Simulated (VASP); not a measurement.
# C (P6_3/mmc) in VASP: notebook

The runs below take C through relaxation of cell and atoms, with PBE+D3(BJ).

Everything below comes from runs of VASP 6.6.1. Logs are shortened: lines on timing, memory, paths and dates and some standing lists are left out, and cuts for length are marked.

### 1 The structure

It takes space group P6_3/mmc (No. 194, hexagonal). Conventional cell: a = 2.456 Å, b = 2.456 Å, c = 6.696 Å, α = 90.00°, β = 90.00°, γ = 120.00°. Around C (site symmetry -6m2) lie 3 C at 1.42 Å. C (site symmetry -6m2) is surrounded by 3 C at 1.42 Å.

### 2 Relaxation of cell and atoms, PBE+D3(BJ)

File INCAR:

```
PREC = Accurate
ENCUT = 520
EDIFF = 1E-7
ISMEAR = 0
SIGMA = 0.02
LREAL = False
LASPH = True
NELM = 100
ALGO = Fast
ISIF = 3
LWAVE = False
LCHARG = False
GGA = PE
IVDW = 12
IBRION = 2
NSW = 80
EDIFFG = -0.002
```

File KPOINTS:

```
regular mesh
0
Gamma
  9 9 4
```

File POSCAR:

```
C
1.0
    2.4560000000      0.0000000000      0.0000000000
   -1.2280000000      2.1269583900      0.0000000000
    0.0000000000      0.0000000000      6.6960000000
C
4
Direct
    0.0000000000      0.0000000000      0.7500000000
    0.0000000000      0.0000000000      0.2500000000
    0.3333333300      0.6666666700      0.7500000000
    0.6666666700      0.3333333300      0.2500000000
```

Potentials or basis: VASP PAW PBE potentials, release 64 (C).

Command:

```console
> cat potpaw_PBE.64/C/POTCAR > POTCAR
> mpirun -np 1 vasp_std > vasp.out
```

OUTCAR:

```text
PREC = Accurate
   ENCUT = 520
   EDIFF = 1E-7
   ISMEAR = 0
   LREAL = False
   LASPH = True
   NELM = 100
   ISIF = 3
   GGA = PE
   IVDW = 12
   IBRION = 2
   NSW = 80
   EDIFFG = -0.002
 IVDW          = 12

 ion  position               nearest neighbor table
   1  0.000  0.000  0.750-   3 1.42   3 1.42   3 1.42
   2  0.000  0.000  0.250-   4 1.42   4 1.42   4 1.42
   3  0.333  0.667  0.750-   1 1.42   1 1.42   1 1.42
   4  0.667  0.333  0.250-   2 1.42   2 1.42   2 1.42

  LATTYP: Found a hexagonal cell.
 ALAT       =     2.4560000000
 C/A-ratio  =     2.7263843648

  Lattice vectors:

 A1 = (   2.4560000000,   0.0000000000,   0.0000000000)
 A2 = (  -1.2280000000,   2.1269583900,   0.0000000000)
 A3 = (   0.0000000000,   0.0000000000,   6.6960000000)

Analysis of symmetry for initial positions (statically):
=====================================================================
 Subroutine PRICEL returns:
 Original cell was already a primitive cell.

 Routine SETGRP: Setting up the symmetry group for a
 hexagonal supercell.

 Subroutine GETGRP returns: Found 24 space group operations
 (whereof 12 operations were pure point group operations)
 out of a pool of 24 trial point group operations.

The static configuration has the point symmetry D_3d.
 The point group associated with its full space group is D_6h.

Analysis of symmetry for dynamics (positions and initial velocities):
=====================================================================
 Subroutine PRICEL returns:
 Original cell was already a primitive cell.

 Routine SETGRP: Setting up the symmetry group for a
 hexagonal supercell.

 Subroutine GETGRP returns: Found 24 space group operations
 (whereof 12 operations were pure point group operations)
 out of a pool of 24 trial point group operations.

The dynamic configuration has the point symmetry D_3d.
 The point group associated with its full space group is D_6h.

 Subroutine INISYM returns: Found 24 space group operations
 (whereof 12 operations are pure point group operations),
 and found     1 'primitive' translations

----------------------------------------------------------------------------------------

                                     Primitive cell

  volume of cell :      34.9786

  direct lattice vectors                    reciprocal lattice vectors
     2.456000000  0.000000000  0.000000000     0.407166124  0.235077471  0.000000000
    -1.228000000  2.126958390  0.000000000     0.000000000  0.470154943  0.000000000
     0.000000000  0.000000000  6.696000000     0.000000000  0.000000000  0.149342891

  length of vectors
     2.456000000  2.455999999  6.696000000     0.470154942  0.470154943  0.149342891

  position of ions in fractional coordinates (direct lattice)
     0.000000000  0.000000000  0.750000000
     0.000000000  0.000000000  0.250000000
     0.333333330  0.666666670  0.750000000
     0.666666670  0.333333330  0.250000000

  ion indices of the primitive-cell ions
   primitive index   ion index
                 1           1
                 2           2
                 3           3
                 4           4

----------------------------------------------------------------------------------------

 KPOINTS: regular mesh

Automatic generation of k-mesh.
 Grid dimensions read from file:
 generate k-points for:    9    9    4

 Generating k-lattice:

  Cartesian coordinates                     Fractional coordinates (reciprocal lattice)
     0.045240680  0.026119719  0.000000000     0.111111111  0.000000000  0.000000000
     0.000000000  0.052239438  0.000000000     0.000000000  0.111111111  0.000000000
     0.000000000  0.000000000  0.037335723     0.000000000  0.000000000  0.250000000

  Length of vectors
     0.052239438  0.052239438  0.037335723

  Shift w.r.t. Gamma in fractional coordinates (k-lattice)
     0.000000000  0.000000000  0.000000000

 Subroutine IBZKPT returns following result:
 ===========================================

 Found     36 irreducible k-points:

 Following reciprocal coordinates:
            Coordinates               Weight
  0.000000  0.000000  0.000000      1.000000
  0.111111  0.000000  0.000000      6.000000
  0.222222  0.000000  0.000000      6.000000
  0.333333  0.000000  0.000000      6.000000
  0.444444  0.000000  0.000000      6.000000
  0.111111  0.111111  0.000000      6.000000
[... 16 lines left out ...]
  0.333333  0.222222  0.250000     24.000000
  0.333333  0.333333  0.250000      4.000000
 [... further k-points ...]
   k-points           NKPTS =     36   k-points in BZ     NKDIM =     36   number of bands    NBANDS=     12
   number of dos      NEDOS =    301   number of ions     NIONS =      4
   total plane-waves  NPLWV =  16200
   dimension x,y,z NGX =    18 NGY =   18 NGZ =   50
   dimension x,y,z NGXF=    36 NGYF=   36 NGZF=  100
   ions per type =               4
   NGX,Y,Z   is equivalent  to a cutoff of  12.18, 12.18, 12.41 a.u.
   NGXF,Y,Z  is equivalent  to a cutoff of  24.37, 24.37, 24.83 a.u.
 SYSTEM =  unknown system
   PREC   = accura    normal or accurate (medium, high low for compatibility)
   ISTART =      0    job   : 0-new  1-cont  2-samecut
   ICHARG =      2    charge: 1-file 2-atom 10-const
   ISPIN  =      1    spin polarized calculation?
   LNONCOLLINEAR =      F non collinear calculations
   LSORBIT =      F    spin-orbit coupling
   LASPH  =      T    aspherical Exc in radial PAW
   ENCUT  =  520.0 eV  38.22 Ry    6.18 a.u.   4.57  4.57 12.45*2*pi/ulx,y,z
   NELM   =    100;   NELMIN=  2; NELMDL= -5     # of ELM steps
   EDIFF  = 0.1E-06   stopping-criterion for ELM
   LREAL  =      F    real-space projection
   EDIFFG = -.2E-02   stopping-criterion for IOM
   NSW    =     80    number of steps for IOM
   IBRION =      2    ionic relax: 0-MD 1-quasi-New 2-CG
   NFREE  =      1    steps in history (QN), initial steepest desc. (CG)
   ISIF   =      3    stress and relaxation
   ISYM   =      2    0-nonsym 1-usesym 2-fastsym
   POTIM  = 0.5000    time-step for ionic-motion
   TEBEG  =    0.0;   TEEND  =   0.0 temperature during run
   PSTRESS=    0.0 pullay stress
   NELECT =      16.0000    total number of electrons
   NUPDOWN=      -1.0000    fix difference up-down
   EMIN   =  10.00;   EMAX   =-10.00  energy-range for DOS
   EFERMI =   0.00;   METHOD = LEGACY
   ISMEAR =     0;   SIGMA  =   0.02  broadening in eV -4-tet -1-fermi 0-gaus
   EFERMI_NEDOS =   21; number of points for ismear=-14 and -15
   IALGO  =     68    algorithm
   IMIX   =      4    mixing-type and parameters
     AMIX     =   0.40;   BMIX     =  1.00
     AMIX_MAG =   1.60;   BMIX_MAG =  1.00
  volume/ion in A,a.u.               =       8.74        59.01
  Fermi-wavevector in a.u.,A,eV,Ry     =   1.261384  2.383670 21.648079  1.591089
  Thomas-Fermi vector in A             =   2.394846
   LORBIT       =      0    0 simple, 1 ext, 2 COOP (PROOUT), +10 PAW based schemes
   GGA     = PE    functional components
   LHFCALC =     F    Hartree Fock is set to
   AEXX    =    0.0000 exact exchange contribution
   IVDW    =    12    specifies the selected vdW correction
   LEPSILON=     F    determine dielectric tensor
   LRPA    =     F    only Hartree local field effects (RPA)
 conjugate gradient relaxation of ions
 non-spin polarized calculation
 RMM-DIIS sequential band-by-band and
 Gauss-broadening in eV      SIGMA  =   0.02
  energy-cutoff  :      520.00
  volume of cell :       34.98
 maximum number of plane-waves:       979
   NGX =  9   NGY =  9   NGZ = 25

--------------------------------------- Ionic step        1  -------------------------------------------

 number of electron      15.9999994 magnetization

 Free energy of the ion-electron system (eV)
  ---------------------------------------------------
  ext. energy  EPLUGINS =         0.00000000
  ---------------------------------------------------
  free energy    TOTEN  =       -36.81684474 eV

  energy without entropy =      -36.81629105  energy(sigma->0) =      -36.81656789

------------------------ aborting loop because EDIFF is reached ----------------------------------------

 Edisp (eV)   -0.62732

 E8    (eV) :    -0.1778

  FORCE on cell =-STRESS in cart. coord.  units (eV):
  Direction    XX          YY          ZZ          XY          YZ          ZX
  --------------------------------------------------------------------------------------
  -------------------------------------------------------------------------------------
  Total       1.26122     1.26122    -0.01610     0.00000     0.00000     0.00000
  in kB      57.76965    57.76965    -0.73723     0.00000     0.00000     0.00000
  external pressure =       38.27 kB  Pullay stress =        0.00 kB
[... 275 lines left out ...]
  energy  without entropy=      -37.4490368074  energy(sigma->0) =      -37.44931215

--------------------------------------- Ionic step        8  -------------------------------------------

 number of electron      15.9999994 magnetization

 Free energy of the ion-electron system (eV)
  ---------------------------------------------------
  ext. energy  EPLUGINS =         0.00000000
  ---------------------------------------------------
  free energy    TOTEN  =       -36.82266365 eV

  energy without entropy =      -36.82211301  energy(sigma->0) =      -36.82238833

 E-fermi :   4.6792     XC(G=0): -10.3356

 val. band max:        4.6781811610   @ k =   0.3333   0.3333   0.5000
 cond. band min:       4.6795060862   @ k =   0.3333   0.3333   0.2500
 fundamental gap:      0.0013249252
 Fermi energy:         4.6791894270

 k-point     1 :       0.0000    0.0000    0.0000
  band No.  band energies     occupation
      1     -14.9538      2.00000
      2     -14.6481      2.00000
      3      -3.8249      2.00000
      4      -1.8342      2.00000
      5       1.6671      2.00000
      6       1.6671      2.00000
      7       1.6860      2.00000
      8       1.6860      2.00000
      9       8.9985      0.00000
     10      12.9944      0.00000
     11      12.9944      0.00000
     12      13.0473      0.00000
[... 331 lines left out ...]
 k-point    24 :       0.3333    0.3333    0.2500
  band No.  band energies     occupation
      1      -7.9519      2.00000
      2      -7.8793      2.00000
      3      -7.8793      2.00000
      4      -7.8148      2.00000
      5      -5.8343      2.00000
      6      -5.8343      2.00000
      7       4.2202      2.00000
      8       4.6795      0.98214
      9       4.6795      0.98213
     10       5.1835      0.00000
     11      15.2166      0.00000
     12      15.2166      0.00000

 [... further k-points ...]

------------------------ aborting loop because EDIFF is reached ----------------------------------------

 Edisp (eV)   -0.62692

 E8    (eV) :    -0.1777

  FORCE on cell =-STRESS in cart. coord.  units (eV):
  Direction    XX          YY          ZZ          XY          YZ          ZX
  --------------------------------------------------------------------------------------
  -------------------------------------------------------------------------------------
  Total       0.00577     0.00577    -0.00789     0.00000     0.00000     0.00000
  in kB       0.26202     0.26202    -0.35850     0.00000     0.00000     0.00000
  external pressure =        0.06 kB  Pullay stress =        0.00 kB
[... 19 lines left out ...]
  FREE ENERGIE OF THE ION-ELECTRON SYSTEM (eV)
  ---------------------------------------------------
  free  energy   TOTEN  =       -37.4495876742 eV

  energy  without entropy=      -37.4490370296  energy(sigma->0) =      -37.44931235

 reached required accuracy - stopping structural energy minimisation
```

Wall time 28 s (1 thread of Intel Xeon 6975P-C (Granite Rapids), shared host); peak memory 0.15 GiB.

Results:

```
Free energy                            : -37.4496 eV
Relaxed volume                         : 8.82 Å³/atom
Relaxed cell                           : a = 2.467 Å, b = 2.467 Å, c = 6.695 Å, α = 90.00°, β = 90.00°, γ = 120.00°
Space group after relaxing (to 0.05 Å) : P6_3/mmc (No. 194)
Energy gained by relaxing              : 1.4 meV/atom
Ionic steps                            : 8
Pressure after relaxing                : 0.0 GPa
Band gap on the k mesh                 : none (metal or under the smearing width)
Dispersion energy per atom             : -0.157 eV
```

The path:
| step | energy change (eV) | largest force (eV/Å) | pressure (GPa) | volume (Å³) |
| --- | --- | --- | --- | --- |
| 1 | 0.0000 | 0.0000 | 3.83 | 34.98 |
| 2 | 0.0274 | 0.0000 | -8.91 | 36.04 |
| 3 | -0.0054 | 0.0000 | -0.05 | 35.28 |
| 4 | -0.0054 | 0.0000 | 0.02 | 35.28 |
| 5 | -0.0054 | 0.0000 | 0.02 | 35.28 |
| 6 | -0.0054 | 0.0000 | 0.02 | 35.27 |
| 7 | -0.0054 | 0.0000 | 0.02 | 35.27 |
| 8 | -0.0054 | 0.0000 | 0.01 | 35.27 |

Final structure:
```xyz
4
Lattice="2.4666 0.0000 0.0000 -1.2333 2.1361 0.0000 0.0000 0.0000 6.6949" Properties=species:S:1:pos:R:3 pbc="T T T"
C     0.0000    0.0000    5.0212
C     0.0000    0.0000    1.6737
C     0.0000    1.4241    5.0212
C     1.2333    0.7120    1.6737
```

Levels at points of the mesh, in eV from the Fermi level:
| k point | band 6 | band 7 | band 8 | band 9 | band 10 | band 11 |
| --- | --- | --- | --- | --- | --- | --- |
| (0.00, 0.00, 0.00) | -3.01 | -2.99 | -2.99 | 4.32 | 8.32 | 8.32 |
| (0.00, 0.00, 0.50) | -3.00 | -3.00 | -3.00 | 6.98 | 6.98 | 8.34 |

### 3 Relaxation of cell and atoms, PBE+D3(BJ)

This run uses another cell than the first one, of 8.82 Å³/atom, 1.008 times its volume.

INCAR is that of step 2.

KPOINTS is that of step 2.

File POSCAR:

```
C                                       
1.0
    2.4665752819     -0.0000000000     -0.0000000000
   -1.2332876409      2.1361168528      0.0000000000
   -0.0000000000     -0.0000000000      6.6948766986
  C             
     4
Direct
     0.0000000000000000    0.0000000000000000    0.7500000000000000
     0.0000000000000000    0.0000000000000000    0.2500000000000000
     0.3333333300000021    0.6666666699999979    0.7500000000000000
     0.6666666699999979    0.3333333300000021    0.2500000000000000
```

Potentials or basis: VASP PAW PBE potentials, release 64 (C).

Command:

```console
> cat potpaw_PBE.64/C/POTCAR > POTCAR
> mpirun -np 1 vasp_std > vasp.out
```

Run time: 15 s. Hardware: 1 thread of Intel Xeon 6975P-C (Granite Rapids), shared host; peak memory 0.15 GiB.

Results (log left out):

```yaml
Free_energy: -37.4498 eV
Energy_gained_by_relaxing: 0.0 meV/atom
Ionic_steps: 2
Pressure_after_relaxing: 0.0 GPa
Band_gap_on_the_k_mesh: none (metal or under the smearing width)
Dispersion_energy_per_atom: -0.157 eV
```

Final structure:
```cif
data_structure
_symmetry_space_group_name_H-M 'P 1'
_symmetry_Int_Tables_number 1
_cell_length_a 2.4666
_cell_length_b 2.4666
_cell_length_c 6.6942
_cell_angle_alpha 90.000
_cell_angle_beta 90.000
_cell_angle_gamma 120.000
_cell_volume 35.27
loop_
_atom_site_label
_atom_site_type_symbol
_atom_site_fract_x
_atom_site_fract_y
_atom_site_fract_z
_atom_site_occupancy
C1 C 0.00000 0.00000 0.75000 1
C2 C 0.00000 0.00000 0.25000 1
C3 C 0.33333 0.66667 0.75000 1
C4 C 0.66667 0.33333 0.25000 1
```

Levels at points of the mesh, in eV from the Fermi level:
```
           k point  band 5  band 6  band 7  band 8  band 9  band 10  band 11  band 12
(0.00, 0.00, 0.00)   -3.01   -3.01   -2.99   -2.99    4.32     8.31     8.32     8.37
(0.00, 0.00, 0.50)   -3.00   -3.00   -3.00   -3.00    6.98     6.99     8.34     8.34
```
